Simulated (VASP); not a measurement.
# Te (R-3m) in VASP: notebook, part 2 of 2

VASP 6.6.1. Earlier steps stand in the parts before.

## 5. Relaxation of cell and atoms, optB88-vdW

INCAR

```
SYSTEM = Te
PREC     = Accurate       ! precision mode
ENCUT    = 600            ! plane-wave cutoff, eV
EDIFF    = 1E-7           ! SCF threshold, eV
ISMEAR   = -1             ! smearing method
SIGMA    = 0.05           ! smearing width, eV
LREAL    = .False.        ! projectors in reciprocal space
LASPH    = .True.         ! aspherical terms in the spheres
NELM     = 60             ! most SCF steps
ALGO     = Normal         ! electronic algorithm
ISIF     = 3              ! what is computed and relaxed
LWAVE    = .False.        ! write WAVECAR
LCHARG   = .False.        ! write CHGCAR
GGA      = BO             ! functional
LUSE_VDW = .True.       
AGGAC    = 0.0          
PARAM1   = 0.1833333333 
PARAM2   = 0.22         
IBRION   = 2              ! ionic algorithm
NSW      = 60             ! ionic steps
EDIFFG   = -0.005         ! ionic threshold
```

KPOINTS

```
Automatic mesh
0
Gamma
  9 9 9
  0 0 0
```

POSCAR

```
Te
1.0
    2.3059043427      1.3313144930      1.6909537039
   -2.3059043427      1.3313144930      1.6909537039
    0.0000000000     -2.6626289860      1.6909537039
Te
1
Direct
    0.5000000000      0.5000000000      0.5000000000
```

Potentials or basis: VASP PAW PBE potentials, release 64 (Te).

Command:

```bash
$ cat potpaw_PBE.64/Te/POTCAR > POTCAR
$ mpirun -np 1 vasp_std > vasp.out
```

OUTCAR:

```text
SYSTEM = Te
   PREC = Accurate
   ENCUT = 600
   EDIFF = 1E-7
   ISMEAR = -1
   LREAL = .False.
   LASPH = .True.
   NELM = 60
   ISIF = 3
   GGA = BO
   IBRION = 2
   NSW = 60
   EDIFFG = -0.005

 ion  position               nearest neighbor table
   1  0.500  0.500  0.500-

  LATTYP: Found a trigonal (rhomboedric) cell.
 ALAT       =     3.1541904739
 COS(alpha) =    -0.0688991668

  Lattice vectors:

 A1 = (   2.3059043427,   1.3313144930,   1.6909537039)
 A2 = (  -2.3059043427,   1.3313144930,   1.6909537039)
 A3 = (   0.0000000000,  -2.6626289860,   1.6909537039)

Analysis of symmetry for initial positions (statically):
=====================================================================
 Subroutine PRICEL returns:
 Original cell was already a primitive cell.

 Routine SETGRP: Setting up the symmetry group for a
 trigonal (rhombohedral) supercell.

 Subroutine GETGRP returns: Found 12 space group operations
 (whereof 12 operations were pure point group operations)
 out of a pool of 12 trial point group operations.

The static configuration has the point symmetry D_3d.

Analysis of symmetry for dynamics (positions and initial velocities):
=====================================================================
 Subroutine PRICEL returns:
 Original cell was already a primitive cell.

 Routine SETGRP: Setting up the symmetry group for a
 trigonal (rhombohedral) supercell.

 Subroutine GETGRP returns: Found 12 space group operations
 (whereof 12 operations were pure point group operations)
 out of a pool of 12 trial point group operations.

The dynamic configuration has the point symmetry D_3d.

 Subroutine INISYM returns: Found 12 space group operations
 (whereof 12 operations are pure point group operations),
 and found     1 'primitive' translations

----------------------------------------------------------------------------------------

                                     Primitive cell

  volume of cell :      31.1462

  direct lattice vectors                    reciprocal lattice vectors
     2.305904343  1.331314493  1.690953704     0.216834667  0.125189553  0.197127415
    -2.305904343  1.331314493  1.690953704    -0.216834667  0.125189553  0.197127415
     0.000000000 -2.662628986  1.690953704     0.000000000 -0.250379107  0.197127415

  length of vectors
     3.154190474  3.154190474  3.154190474     0.318667405  0.318667405  0.318667405

  position of ions in fractional coordinates (direct lattice)
     0.500000000  0.500000000  0.500000000

  ion indices of the primitive-cell ions
   primitive index   ion index
                 1           1

----------------------------------------------------------------------------------------

 KPOINTS: Automatic mesh

Automatic generation of k-mesh.
 Grid dimensions read from file:
 generate k-points for:    9    9    9

 Generating k-lattice:

  Cartesian coordinates                     Fractional coordinates (reciprocal lattice)
     0.024092741  0.013909950  0.021903046     0.111111111  0.000000000  0.000000000
    -0.024092741  0.013909950  0.021903046     0.000000000  0.111111111  0.000000000
     0.000000000 -0.027819901  0.021903046     0.000000000  0.000000000  0.111111111

  Length of vectors
     0.035407489  0.035407489  0.035407489
[... 40 lines left out ...]
   dimension x,y,z NGXF=    56 NGYF=   56 NGZF=   56
   ions per type =               1
   NGX,Y,Z   is equivalent  to a cutoff of  14.76, 14.76, 14.76 a.u.
   NGXF,Y,Z  is equivalent  to a cutoff of  29.52, 29.52, 29.52 a.u.
 SYSTEM =  Te
   PREC   = accura    normal or accurate (medium, high low for compatibility)
   ISTART =      0    job   : 0-new  1-cont  2-samecut
   ICHARG =      2    charge: 1-file 2-atom 10-const
   ISPIN  =      1    spin polarized calculation?
   LNONCOLLINEAR =      F non collinear calculations
   LSORBIT =      F    spin-orbit coupling
   LASPH  =      T    aspherical Exc in radial PAW
   ENCUT  =  600.0 eV  44.10 Ry    6.64 a.u.   6.30  6.30  6.30*2*pi/ulx,y,z
   NELM   =     60;   NELMIN=  2; NELMDL= -5     # of ELM steps
   EDIFF  = 0.1E-06   stopping-criterion for ELM
   LREAL  =      F    real-space projection
   EDIFFG = -.5E-02   stopping-criterion for IOM
   NSW    =     60    number of steps for IOM
   IBRION =      2    ionic relax: 0-MD 1-quasi-New 2-CG
   NFREE  =      1    steps in history (QN), initial steepest desc. (CG)
   ISIF   =      3    stress and relaxation
   ISYM   =      2    0-nonsym 1-usesym 2-fastsym
   POTIM  = 0.5000    time-step for ionic-motion
   TEBEG  =    0.0;   TEEND  =   0.0 temperature during run
   PSTRESS=    0.0 pullay stress
   NELECT =       6.0000    total number of electrons
   NUPDOWN=      -1.0000    fix difference up-down
   EMIN   =  10.00;   EMAX   =-10.00  energy-range for DOS
   EFERMI =   0.00;   METHOD = LEGACY
   ISMEAR =    -1;   SIGMA  =   0.05  broadening in eV -4-tet -1-fermi 0-gaus
   EFERMI_NEDOS =   21; number of points for ismear=-14 and -15
   IALGO  =     38    algorithm
   IMIX   =      4    mixing-type and parameters
     AMIX     =   0.40;   BMIX     =  1.00
     AMIX_MAG =   1.60;   BMIX_MAG =  1.00
  volume/ion in A,a.u.               =      31.15       210.18
  Fermi-wavevector in a.u.,A,eV,Ry     =   0.945490  1.786717 12.162947  0.893951
  Thomas-Fermi vector in A             =   2.073397
   LORBIT       =      0    0 simple, 1 ext, 2 COOP (PROOUT), +10 PAW based schemes
   GGA     = BO    functional components
   LHFCALC =     F    Hartree Fock is set to
   AEXX    =    0.0000 exact exchange contribution
   IVDW_NL    =     1    kernel type
   BPARAM     = 6.3000
   IVDW    =     0    specifies the selected vdW correction
   LEPSILON=     F    determine dielectric tensor
   LRPA    =     F    only Hartree local field effects (RPA)
 conjugate gradient relaxation of ions
 non-spin polarized calculation
  energy-cutoff  :      600.00
  volume of cell :       31.15
 maximum number of plane-waves:      1069
 NGX is ok and might be reduce to    28

--------------------------------------- Ionic step        1  -------------------------------------------

 number of electron       5.9999999 magnetization

 Free energy of the ion-electron system (eV)
  ---------------------------------------------------
  ext. energy  EPLUGINS =         0.00000000
  ---------------------------------------------------
  free energy    TOTEN  =        -1.16890326 eV

  energy without entropy =       -1.16355817  energy(sigma->0) =       -1.16623071

------------------------ aborting loop because EDIFF is reached ----------------------------------------

  FORCE on cell =-STRESS in cart. coord.  units (eV):
  Direction    XX          YY          ZZ          XY          YZ          ZX
  --------------------------------------------------------------------------------------
  -------------------------------------------------------------------------------------
  Total        0.6465412      0.6465412      0.6172611      0.0000000      0.0000000      0.0000000
  in kB       33.2584380     33.2584380     31.7522541      0.0000000      0.0000000      0.0000000
  external PRESSURE =      32.7563767 kB  Pullay stress =       0.0000000 kB
[... 283 lines left out ...]
--------------------------------------- Ionic step        9  -------------------------------------------

 number of electron       6.0000001 magnetization

 Free energy of the ion-electron system (eV)
  ---------------------------------------------------
  ext. energy  EPLUGINS =         0.00000000
  ---------------------------------------------------
  free energy    TOTEN  =        -1.18936508 eV

  energy without entropy =       -1.18375815  energy(sigma->0) =       -1.18656161

 E-fermi :   6.1496     XC(G=0):  -9.2093

 val. band max:        6.1118447507   @ k =  -0.3333   0.4444   0.2222
 cond. band min:       6.1501893366   @ k =  -0.1111   0.1111   0.0000
 fundamental gap:      0.0383445860
 Fermi energy:         6.1496342035

 k-point     1 :       0.0000    0.0000    0.0000
  band No.  band energies     occupation
      1      -7.3619      2.00000
      2       7.1561      0.00000
      3       7.3486      0.00000
      4       7.3486      0.00000
      5      12.3461      0.00000
      6      12.3461      0.00000
      7      12.6777      0.00000
[... 221 lines left out ...]
 k-point    24 :       0.4444    0.4444    0.0000
  band No.  band energies     occupation
      1      -4.1904      2.00000
      2       1.8315      2.00000
      3       2.0916      2.00000
      4       8.8430      0.00000
      5       9.7073      0.00000
      6      16.5149      0.00000
      7      18.4249      0.00000

 [... further k-points ...]

------------------------ aborting loop because EDIFF is reached ----------------------------------------

  FORCE on cell =-STRESS in cart. coord.  units (eV):
  Direction    XX          YY          ZZ          XY          YZ          ZX
  --------------------------------------------------------------------------------------
  -------------------------------------------------------------------------------------
  Total        0.0002178      0.0002178      0.0006809      0.0000000      0.0000000      0.0000000
  in kB        0.0105187      0.0105187      0.0328844      0.0000000      0.0000000      0.0000000
  external PRESSURE =       0.0179739 kB  Pullay stress =       0.0000000 kB
[... 20 lines left out ...]
  energy  without entropy=       -1.1837581452  energy(sigma->0) =       -1.18656161

Total vdW correction in eV:      1.1797129

 reached required accuracy - stopping structural energy minimisation
```

Wall time 2.5 min (1 thread of Intel Xeon 6975P-C (Granite Rapids), shared host); peak memory 0.34 GiB.

Results:

```
Free energy                            : -1.1894 eV
Relaxed volume                         : 33.18 Å³/atom
Relaxed cell                           : a = 3.215 Å, b = 3.215 Å, c = 3.215 Å, α = 91.67°, β = 91.67°, γ = 91.67°
Space group after relaxing (to 0.05 Å) : R-3m (No. 166)
Energy gained by relaxing              : 20.5 meV/atom
Ionic steps                            : 9
Pressure after relaxing                : 0.0 GPa
Band gap on the k mesh                 : none (metal or under the smearing width)
```

The path:
```tsv
step	energy change (eV)	largest force (eV/Å)	pressure (GPa)	volume (Å³)
1	0.0000	0.0000	3.28	31.15
2	-0.0119	0.0000	-1.57	34.11
3	-0.0177	0.0000	0.01	32.97
4	-0.0180	0.0000	0.00	32.99
5	-0.0191	0.0000	-0.02	33.07
6	-0.0203	0.0000	-0.08	33.20
7	-0.0204	0.0000	-0.10	33.25
8	-0.0202	0.0000	0.37	32.94
9	-0.0205	0.0000	0.00	33.18
```

Final structure:
```
Te
1.0
     2.30606    1.33140    1.80094
    -2.30606    1.33140    1.80094
     0.00000   -2.66281    1.80094
Te
1
Cartesian
  0.0000 0.0000 2.7014
```

Caveat: the PAW data sets were made with another functional, which shifts forces and pressure a little. Spin-orbit coupling is left out, which matters for the levels of Te.

## 6. The runs side by side

```tsv
task	level	cell	cutoff (eV)	smearing	target pressure	gap on the mesh (eV)	pressure (GPa)
relaxation of cell and atoms	PBEsol	relaxed to 30 GPa	600	fermi-dirac 0.05 eV	30 GPa	none	30.0
single point	MS2	as given	520	tetrahedron	-	none	-0.7
single point	PBE	as given	520	gaussian 0.013 eV	-	none	2.6
relaxation of cell and atoms	optB88-vdW	relaxed	600	fermi-dirac 0.05 eV	-	none	0.0
```

Alike in all rows: potentials or basis VASP PAW PBE potentials, release 64 (Te); no spin polarisation; k mesh 9 × 9 × 9.

Caveats: the PAW data sets were made with another functional, which shifts forces and pressure a little (some runs); the cell is relaxed towards a set pressure, so the enthalpy falls and the energy may rise (some runs); the volume moved by over 15 % at a fixed basis, so the end points are rough (some runs).

Absolute energies hang on the potentials; compare differences alone.
